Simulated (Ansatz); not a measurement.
# HfO2: the cost of one run

Computed with Ansatz 0.2.0 (DFT PBE, scalar-relativistic, plane waves, PAW, unless a step's input says otherwise).

## 1. The system as given

Symmetry: P4_2/mnm, No. 136, tetragonal system. The conventional cell has a = 4.814 Å, b = 4.814 Å, c = 3.205 Å, α = 90.00°, β = 90.00°, γ = 90.00°. Hf (site symmetry mmm) has 6 O at 2.08 Å as nearest neighbours. O (site symmetry m2m) has 3 Hf at 2.08 Å as nearest neighbours.

Structure file:

```cif
data_structure
_symmetry_space_group_name_H-M 'P 1'
_symmetry_Int_Tables_number 1
_cell_length_a 7.5243
_cell_length_b 7.5243
_cell_length_c 11.5663
_cell_angle_alpha 72.761
_cell_angle_beta 72.761
_cell_angle_gamma 79.544
_cell_volume 594.16
loop_
_atom_site_label
_atom_site_type_symbol
_atom_site_fract_x
_atom_site_fract_y
_atom_site_fract_z
_atom_site_occupancy
Hf1 Hf 0.00000 0.00000 0.00000 1
Hf2 Hf 0.25000 0.25000 0.75000 1
Hf3 Hf 0.50000 0.50000 0.00000 1
Hf4 Hf 0.50000 0.50000 0.50000 1
Hf5 Hf 0.75000 0.75000 0.25000 1
Hf6 Hf 0.75000 0.75000 0.75000 1
Hf7 Hf 0.00000 0.00000 0.50000 1
Hf8 Hf 0.25000 0.25000 0.25000 1
Hf9 Hf 0.75000 0.25000 0.75000 1
Hf10 Hf 0.00000 0.50000 0.50000 1
Hf11 Hf 0.25000 0.75000 0.75000 1
Hf12 Hf 0.25000 0.75000 0.25000 1
Hf13 Hf 0.50000 0.00000 0.00000 1
Hf14 Hf 0.50000 0.00000 0.50000 1
Hf15 Hf 0.75000 0.25000 0.25000 1
Hf16 Hf 0.00000 0.50000 0.00000 1
O1 O 0.67374 0.47878 0.82626 1
O2 O 0.92374 0.72878 0.57626 1
O3 O 0.17374 0.97878 0.82626 1
O4 O 0.17374 0.97878 0.32626 1
O5 O 0.42374 0.22878 0.07626 1
O6 O 0.42374 0.22878 0.57626 1
O7 O 0.67374 0.47878 0.32626 1
O8 O 0.92374 0.72878 0.07626 1
O9 O 0.77122 0.07626 0.92374 1
O10 O 0.02122 0.32626 0.67374 1
O11 O 0.27122 0.57626 0.92374 1
O12 O 0.27122 0.57626 0.42374 1
O13 O 0.52122 0.82626 0.17374 1
O14 O 0.52122 0.82626 0.67374 1
O15 O 0.77122 0.07626 0.42374 1
O16 O 0.02122 0.32626 0.17374 1
O17 O 0.47878 0.17374 0.82626 1
O18 O 0.72878 0.42374 0.57626 1
O19 O 0.97878 0.67374 0.82626 1
O20 O 0.97878 0.67374 0.32626 1
O21 O 0.22878 0.92374 0.07626 1
O22 O 0.22878 0.92374 0.57626 1
O23 O 0.47878 0.17374 0.32626 1
O24 O 0.72878 0.42374 0.07626 1
O25 O 0.82626 0.02122 0.67374 1
O26 O 0.07626 0.27122 0.42374 1
O27 O 0.32626 0.52122 0.67374 1
O28 O 0.32626 0.52122 0.17374 1
O29 O 0.57626 0.77122 0.92374 1
O30 O 0.57626 0.77122 0.42374 1
O31 O 0.82626 0.02122 0.17374 1
O32 O 0.07626 0.27122 0.92374 1
```

The runs take a perfect supercell of 48 atoms; the defect goes to fractional position (0.000, 0.000, 0.000).

## 2. The perfect supercell

input.yaml

```yaml
crystal:
  lattice:
    - [-4.813533, -4.813533, 3.205415]
    - [-4.813533, 4.813533, 3.205415]
    - [-9.627066, 0.0, -6.410831]
  atoms:
    - { symbol: Hf, position: [0.0, 0.0, 0.0] }
    - { symbol: Hf, position: [0.25, 0.25, 0.75] }
    - { symbol: Hf, position: [0.5, 0.5, 0.0] }
    - { symbol: Hf, position: [0.5, 0.5, 0.5] }
    - { symbol: Hf, position: [0.75, 0.75, 0.25] }
    - { symbol: Hf, position: [0.75, 0.75, 0.75] }
    - { symbol: Hf, position: [0.0, 0.0, 0.5] }
    - { symbol: Hf, position: [0.25, 0.25, 0.25] }
    - { symbol: Hf, position: [0.75, 0.25, 0.75] }
    - { symbol: Hf, position: [0.0, 0.5, 0.5] }
    - { symbol: Hf, position: [0.25, 0.75, 0.75] }
    - { symbol: Hf, position: [0.25, 0.75, 0.25] }
    - { symbol: Hf, position: [0.5, 0.0, 0.0] }
    - { symbol: Hf, position: [0.5, 0.0, 0.5] }
    - { symbol: Hf, position: [0.75, 0.25, 0.25] }
    - { symbol: Hf, position: [0.0, 0.5, 0.0] }
    - { symbol: O, position: [0.673739, 0.478783, 0.826261] }
    - { symbol: O, position: [0.923739, 0.728783, 0.576261] }
    - { symbol: O, position: [0.173739, 0.978783, 0.826261] }
    - { symbol: O, position: [0.173739, 0.978783, 0.326261] }
    - { symbol: O, position: [0.423739, 0.228783, 0.076261] }
    - { symbol: O, position: [0.423739, 0.228783, 0.576261] }
    - { symbol: O, position: [0.673739, 0.478783, 0.326261] }
    - { symbol: O, position: [0.923739, 0.728783, 0.076261] }
    - { symbol: O, position: [0.771216, 0.076261, 0.923739] }
    - { symbol: O, position: [0.021216, 0.326261, 0.673739] }
    - { symbol: O, position: [0.271216, 0.576261, 0.923739] }
    - { symbol: O, position: [0.271216, 0.576261, 0.423739] }
    - { symbol: O, position: [0.521216, 0.826261, 0.173739] }
    - { symbol: O, position: [0.521216, 0.826261, 0.673739] }
    - { symbol: O, position: [0.771216, 0.076261, 0.423739] }
    - { symbol: O, position: [0.021216, 0.326261, 0.173739] }
    - { symbol: O, position: [0.478784, 0.173739, 0.826261] }
    - { symbol: O, position: [0.728784, 0.423739, 0.576261] }
    - { symbol: O, position: [0.978784, 0.673739, 0.826261] }
    - { symbol: O, position: [0.978784, 0.673739, 0.326261] }
    - { symbol: O, position: [0.228784, 0.923739, 0.076261] }
    - { symbol: O, position: [0.228784, 0.923739, 0.576261] }
    - { symbol: O, position: [0.478784, 0.173739, 0.326261] }
    - { symbol: O, position: [0.728784, 0.423739, 0.076261] }
    - { symbol: O, position: [0.826261, 0.021217, 0.673739] }
    - { symbol: O, position: [0.076261, 0.271217, 0.423739] }
    - { symbol: O, position: [0.326261, 0.521217, 0.673739] }
    - { symbol: O, position: [0.326261, 0.521217, 0.173739] }
    - { symbol: O, position: [0.576261, 0.771217, 0.923739] }
    - { symbol: O, position: [0.576261, 0.771217, 0.423739] }
    - { symbol: O, position: [0.826261, 0.021217, 0.173739] }
    - { symbol: O, position: [0.076261, 0.271217, 0.923739] }
basis:
  ecutwfc: 420
  fft_grid_basis: typed
kpoints:
  mp_grid: { grid: [2, 2, 1] }
hamiltonian:
  xc: pbe
  pseudopotentials: { kind: paw }
scf:
  occupations: { method: gaussian, width: 0.05 }
output:
  forces: true
  stress: false
  eigenvalues: true
  bader: false
  write_density: true
  volumetric_format: npy
```

Started as:

```console
> ansatz run input.yaml --threads 4 --pin off --max-ram 10240MiB --backend cpu --events-out ev --progress --plain --runs-dir out
```

What time and memory should one allow on 4 threads of Intel Xeon 6975P-C (Granite Rapids), shared host?

About 9.2 s, with a peak of 2.9 GiB.
